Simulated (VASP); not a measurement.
# Ge (Fd-3m) in VASP: a series of runs, part 2 of 2

VASP 6.6.1.

## 4. Single point, PBEsol (grid = ENCUT=400 dk=0.45 cell=3x3x2 ISMEAR=0 SIGMA=0.05 LREAL=Auto EDIFF=1e-06)

INCAR reads:

```
SYSTEM = Ge
PREC     = Accurate       ! precision mode
ENCUT    = 400            ! plane-wave cutoff, eV
EDIFF    = 1E-6           ! SCF threshold, eV
ISMEAR   = 0              ! smearing method
SIGMA    = 0.05           ! smearing width, eV
LREAL    = Auto         
LASPH    = .TRUE.         ! aspherical terms in the spheres
NELM     = 120            ! most SCF steps
ALGO     = Fast           ! electronic algorithm
ISIF     = 2              ! what is computed and relaxed
LWAVE    = .FALSE.        ! write WAVECAR
LCHARG   = .FALSE.        ! write CHGCAR
GGA      = PS             ! functional
NBANDS   = 264            ! bands
NCORE    = 1            
KPAR     = 2
```

KPOINTS reads:

```
regular mesh
0
G
  2 2 3
  0 0 0
```

POSCAR reads:

```
Ge
1.0
    0.0000000000      8.4867300000      8.4867300000
    8.4867300000      0.0000000000      8.4867300000
    5.6578200000      5.6578200000      0.0000000000
Ge
36
Direct
    0.2500000000      0.2500000000      0.3750000000
    0.2500000000      0.2500000000      0.8750000000
    0.2500000000      0.5833333333      0.3750000000
    0.2500000000      0.5833333333      0.8750000000
    0.2500000000      0.9166666667      0.3750000000
    0.2500000000      0.9166666667      0.8750000000
    0.5833333333      0.2500000000      0.3750000000
    0.5833333333      0.2500000000      0.8750000000
    0.5833333333      0.5833333333      0.3750000000
    0.5833333333      0.5833333333      0.8750000000
    0.5833333333      0.9166666667      0.3750000000
    0.5833333333      0.9166666667      0.8750000000
    0.9166666667      0.2500000000      0.3750000000
    0.9166666667      0.2500000000      0.8750000000
    0.9166666667      0.5833333333      0.3750000000
    0.9166666667      0.5833333333      0.8750000000
    0.9166666667      0.9166666667      0.3750000000
    0.9166666667      0.9166666667      0.8750000000
    0.1666666667      0.1666666667      0.2500000000
    0.1666666667      0.1666666667      0.7500000000
    0.1666666667      0.5000000000      0.2500000000
    0.1666666667      0.5000000000      0.7500000000
    0.1666666667      0.8333333333      0.2500000000
    0.1666666667      0.8333333333      0.7500000000
    0.5000000000      0.1666666667      0.2500000000
    0.5000000000      0.1666666667      0.7500000000
    0.5000000000      0.5000000000      0.2500000000
    0.5000000000      0.5000000000      0.7500000000
    0.5000000000      0.8333333333      0.2500000000
    0.5000000000      0.8333333333      0.7500000000
    0.8333333333      0.1666666667      0.2500000000
    0.8333333333      0.1666666667      0.7500000000
    0.8333333333      0.5000000000      0.2500000000
    0.8333333333      0.5000000000      0.7500000000
    0.8333333333      0.8333333333      0.2500000000
    0.8333333333      0.8333333333      0.7500000000
```

Potentials or basis: VASP PAW PBE potentials, release 64 (Ge_d).

On the command line:

```sh
$ cat potpaw_PBE.64/Ge_d/POTCAR > POTCAR
$ mpirun -np 4 vasp_std > vasp.out
```

OUTCAR:

```text
SYSTEM = Ge
   PREC = Accurate
   ENCUT = 400
   EDIFF = 1E-6
   ISMEAR = 0
   LREAL = Auto
   LASPH = .TRUE.
   NELM = 120
   ISIF = 2
   GGA = PS

 Found      6 irreducible k-points:

 Following reciprocal coordinates:
            Coordinates               Weight
  0.000000  0.000000  0.000000      1.000000
  0.500000  0.000000  0.000000      2.000000
  0.500000  0.500000  0.000000      1.000000
  0.000000  0.000000  0.333333      2.000000
  0.500000  0.000000  0.333333      4.000000
  0.500000  0.500000  0.333333      2.000000
   k-points           NKPTS =      6   k-points in BZ     NKDIM =      6   number of bands    NBANDS=    264
   number of dos      NEDOS =    301   number of ions     NIONS =     36
   total plane-waves  NPLWV = 345600
   dimension x,y,z NGX =    80 NGY =   80 NGZ =   54
   dimension x,y,z NGXF=   160 NGYF=  160 NGZF=  108
   ions per type =              36
   NGX,Y,Z   is equivalent  to a cutoff of  11.08, 11.08, 11.22 a.u.
   NGXF,Y,Z  is equivalent  to a cutoff of  22.16, 22.16, 22.44 a.u.
 SYSTEM =  Ge
   PREC   = accura    normal or accurate (medium, high low for compatibility)
   ISTART =      0    job   : 0-new  1-cont  2-samecut
   ICHARG =      2    charge: 1-file 2-atom 10-const
   ISPIN  =      1    spin polarized calculation?
   LNONCOLLINEAR =      F non collinear calculations
   LSORBIT =      F    spin-orbit coupling
   LASPH  =      T    aspherical Exc in radial PAW
   ENCUT  =  400.0 eV  29.40 Ry    5.42 a.u.  19.57 19.57 13.05*2*pi/ulx,y,z
   NELM   =    120;   NELMIN=  2; NELMDL= -5     # of ELM steps
   EDIFF  = 0.1E-05   stopping-criterion for ELM
   LREAL  =      T    real-space projection
   EDIFFG = 0.1E-04   stopping-criterion for IOM
   NSW    =      0    number of steps for IOM
   IBRION =     -1    ionic relax: 0-MD 1-quasi-New 2-CG
   NFREE  =      0    steps in history (QN), initial steepest desc. (CG)
   ISIF   =      2    stress and relaxation
   ISYM   =      2    0-nonsym 1-usesym 2-fastsym
   POTIM  = 0.5000    time-step for ionic-motion
   TEBEG  =    0.0;   TEEND  =   0.0 temperature during run
   PSTRESS=    0.0 pullay stress
   NELECT =     504.0000    total number of electrons
   NUPDOWN=      -1.0000    fix difference up-down
   EMIN   =  10.00;   EMAX   =-10.00  energy-range for DOS
   EFERMI =   0.00;   METHOD = LEGACY
   ISMEAR =     0;   SIGMA  =   0.05  broadening in eV -4-tet -1-fermi 0-gaus
   EFERMI_NEDOS =   21; number of points for ismear=-14 and -15
   IALGO  =     68    algorithm
   IMIX   =      4    mixing-type and parameters
     AMIX     =   0.40;   BMIX     =  1.00
     AMIX_MAG =   1.60;   BMIX_MAG =  1.00
  volume/ion in A,a.u.               =      22.64       152.78
  Fermi-wavevector in a.u.,A,eV,Ry     =   1.394756  2.635708 26.468033  1.945346
  Thomas-Fermi vector in A             =   2.518275
   LORBIT       =      0    0 simple, 1 ext, 2 COOP (PROOUT), +10 PAW based schemes
   GGA     = PS    functional components
   LHFCALC =     F    Hartree Fock is set to
   AEXX    =    0.0000 exact exchange contribution
   IVDW    =     0    specifies the selected vdW correction
   LEPSILON=     F    determine dielectric tensor
   LRPA    =     F    only Hartree local field effects (RPA)
 non-spin polarized calculation
 RMM-DIIS sequential band-by-band and
 Gauss-broadening in eV      SIGMA  =   0.05
  energy-cutoff  :      400.00
  volume of cell :      815.00
 maximum number of plane-waves:     14841
 NGX is ok and might be reduce to    80
   NGX = 39   NGY = 39   NGZ = 27

 number of electron     504.0000007 magnetization

 Free energy of the ion-electron system (eV)
  ---------------------------------------------------
  ext. energy  EPLUGINS =         0.00000000
  ---------------------------------------------------
  free energy    TOTEN  =      -176.89994510 eV

  energy without entropy =     -176.89224670  energy(sigma->0) =     -176.89609590

 E-fermi :   4.8924     XC(G=0): -10.1225

 val. band max:        4.8703300682   @ k =   0.0000   0.0000   0.0000
 cond. band min:       4.9912234164   @ k =   0.0000   0.0000   0.0000
 fundamental gap:      0.1208933482
 Fermi energy:         4.8923819230

 k-point     1 :       0.0000    0.0000    0.0000
  band No.  band energies     occupation
      1     -19.9366      2.00000
      2     -19.9366      2.00000
      3     -19.9342      2.00000
      4     -19.9342      2.00000
      5     -19.9283      2.00000
      6     -19.9283      2.00000
[... 1591 lines left out ...]
    263       7.5104      0.00000
    264       7.5576      0.00000

------------------------ aborting loop because EDIFF is reached ----------------------------------------

  FORCE on cell =-STRESS in cart. coord.  units (eV):
  Direction    XX          YY          ZZ          XY          YZ          ZX
  --------------------------------------------------------------------------------------
  -------------------------------------------------------------------------------------
  Total        2.3549008      2.3549008      2.3545574     -0.0122316     -0.0034853     -0.0034851
  in kB        4.6293851      4.6293851      4.6287099     -0.0240456     -0.0068516     -0.0068512
  external PRESSURE =       4.6291601 kB  Pullay stress =       0.0000000 kB

 VOLUME and BASIS-vectors are now :
 -----------------------------------------------------------------------------
  energy-cutoff  :      400.00
  volume of cell :      815.00
      direct lattice vectors                 reciprocal lattice vectors
     0.000000000  8.486730000  8.486730000    -0.058915507  0.058915507  0.058915507
     8.486730000  0.000000000  8.486730000     0.058915507 -0.058915507  0.058915507
     5.657820000  5.657820000  0.000000000     0.088373260  0.088373260 -0.088373260

 POSITION                                       TOTAL-FORCE (eV/Angst)
 -----------------------------------------------------------------------------------
      4.24336      4.24336      4.24336         0.000098      0.000098     -0.000080
      7.07227      7.07227      4.24336         0.000098      0.000098     -0.000080
      7.07227      4.24336      7.07227         0.000098      0.000098     -0.000080
      9.90118      7.07227      7.07227         0.000098      0.000098     -0.000080
      9.90119      4.24336      9.90119         0.000098      0.000098     -0.000080
     12.73010      7.07227      9.90119         0.000098      0.000098     -0.000080
[... 28 lines left out ...]
      8.48673      8.48673     14.14455        -0.000098     -0.000098      0.000080
     11.31564     11.31564     14.14455        -0.000098     -0.000098      0.000080
 -----------------------------------------------------------------------------------
    total drift:                                0.000382      0.000382     -0.000388

  FREE ENERGIE OF THE ION-ELECTRON SYSTEM (eV)
  ---------------------------------------------------
  free  energy   TOTEN  =      -176.8999450992 eV

  energy  without entropy=     -176.8922466999  energy(sigma->0) =     -176.89609590
```

stdout:

```text
POSCAR found type information on POSCAR Ge
 POSCAR found :  1 types and      36 ions
 scaLAPACK will be used
 -----------------------------------------------------------------------------
[... 48 lines left out ...]
 num prob  num prob  num prob  num prob  num prob  num prob  num prob RMM:  29    -0.176899916871E+03   -0.17732E-04   -0.17969E-04  2104   0.249E-03    0.264E-02
 num prob RMM:  32    -0.176899938619E+03   -0.42026E-05   -0.42432E-05   658   0.135E-03    0.269E-02
 num prob RMM:  34    -0.176899943235E+03   -0.17012E-05   -0.17947E-05   829   0.197E-03    0.264E-02
 num prob  num prob RMM:  35    -0.176899944396E+03   -0.11610E-05   -0.12675E-05  1778   0.180E-03    0.260E-02
 num prob RMM:  36    -0.176899945099E+03   -0.70334E-06   -0.75178E-06   551   0.947E-04
```

It took 9.2 min on 4 MPI ranks of Intel Xeon 6975P-C (Granite Rapids), shared host; peak memory 0.67 GiB.

The run converged, but some of its settings lie outside the range that counts as converged, so its numbers aren't taken as properties of the crystal.

What came out:

```yaml
Free_energy: -176.8999 eV
Pressure: 0.5 GPa
Band_gap_on_the_k_mesh: none (metal or under the smearing width)
```

Caveat: the PAW data sets were made with another functional, which shifts forces and pressure a little.

## 5. The reference run

An earlier run on the cell as given: functional PBEsol; potentials or basis VASP PAW PBE potentials, release 64 (Ge_d); cutoff 520 eV; k mesh 8 × 8 × 8; occupations fermi-dirac, width 0.05 eV; no spin polarisation.

- Pressure: 0.5 GPa
- Band gap on the k mesh: none (metal or under the smearing width)
